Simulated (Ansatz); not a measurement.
The cell is F (C2/c) from a database of computed structures; cell and atoms were relaxed with r2SCAN+rVV10. The symmetry is C2/c (No. 15, monoclinic); a = 4.946 Å, b = 3.231 Å, c = 6.535 Å, β = 90.4° in the conventional setting, 13.05 Å³ an atom. Around F lie 1 F at 1.40 Å.

```cif
data_structure
_symmetry_space_group_name_H-M 'C2/c'
_symmetry_Int_Tables_number 15
_cell_length_a 4.9463
_cell_length_b 3.2313
_cell_length_c 6.5346
_cell_angle_alpha 90.000
_cell_angle_beta 90.378
_cell_angle_gamma 90.000
_cell_volume 104.44
loop_
_atom_site_label
_atom_site_type_symbol
_atom_site_symmetry_multiplicity
_atom_site_Wyckoff_symbol
_atom_site_fract_x
_atom_site_fract_y
_atom_site_fract_z
_atom_site_occupancy
F1 F 8 f 0.74941 0.84477 0.40356 1
```

4 runs of Ansatz on this cell differ in the functional (and in the settings that go with it). Levels are in eV from each run's valence top; v1 is the last filled band, c1 the first empty one.

Run A, mean stress 0.0 GPa (compression positive):

| point | v2 | v1 | c1 | c2 |
| --- | --- | --- | --- | --- |
| Γ | -0.03 | 0.00 | 6.16 | 7.49 |
| C | -0.21 | -0.20 | 6.77 | 7.16 |
| Y₂ | -0.25 | -0.24 | 6.59 | 7.35 |
| M₂ | -0.48 | -0.48 | 6.96 | 6.96 |

Run B, mean stress +4.6 GPa (compression positive):

| point | v2 | v1 | c1 | c2 |
| --- | --- | --- | --- | --- |
| Γ | -0.03 | 0.00 | 2.95 | 4.02 |
| C | -0.24 | -0.20 | 3.44 | 3.78 |
| Y₂ | -0.25 | -0.24 | 3.27 | 3.91 |
| M₂ | -0.49 | -0.49 | 3.59 | 3.59 |

Run C, mean stress -0.6 GPa (compression positive):

| point | v2 | v1 | c1 | c2 |
| --- | --- | --- | --- | --- |
| Γ | -0.03 | 0.00 | 5.30 | 6.54 |
| C | -0.22 | -0.20 | 5.86 | 6.24 |
| Y₂ | -0.25 | -0.23 | 5.69 | 6.41 |
| M₂ | -0.47 | -0.47 | 6.04 | 6.04 |

Run D, mean stress -2.5 GPa (compression positive):

| point | v2 | v1 | c1 | c2 |
| --- | --- | --- | --- | --- |
| Γ | -0.03 | 0.00 | 7.55 | 8.94 |
| C | -0.21 | -0.20 | 8.19 | 8.60 |
| Y₂ | -0.25 | -0.23 | 8.00 | 8.79 |
| M₂ | -0.47 | -0.47 | 8.38 | 8.38 |

**Question.** Match the runs to PBE, r2SCANh, HSE06, r2SCAN0.

**Answer.** A is HSE06, B is PBE, C is r2SCANh, D is r2SCAN0. In order of the gap: PBE 2.95, r2SCANh 5.30, HSE06 6.16, r2SCAN0 7.55 eV.

No spin polarisation and no zero-point or thermal motion.

The stress of a hybrid is loosely converged in these runs.

The meshes of the hybrids are coarse, so their gaps aren't converged to the digits shown.
